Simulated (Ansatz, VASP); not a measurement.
**One calculation of Na, two programs**

```
Na
1.0
     3.72933    0.00000    0.00000
    -1.86467    3.22970    0.00000
     0.00000    0.00000    6.15400
Na
2
Cartesian
  0.0000 2.1531 1.5385
  1.8647 1.0766 4.6155
```

Change from the starting cell: equal xx and yy strain of -1 %.

Alike in both runs: task single point; functional LDA; k mesh 11 × 11 × 6; occupations fermi-dirac, width 0.05 eV; no spin polarisation.

|  | VASP | Ansatz |
| --- | --- | --- |
| version | VASP 6.6.1 | Ansatz 0.2.0 |
| potentials or method | VASP PAW LDA potentials, release 64 (Na_pv), cutoff 520 eV | all-electron LAPW, scalar-relativistic |

```csv
,VASP,Ansatz,Ansatz less VASP
pressure (GPa),-0.7,-0.8,-0.04
largest component of the traceless stress (GPa),0.13,0.13,0.000
```

Ansatz ran all-electron here, so the differences hold the error of VASP's frozen core and of both bases.
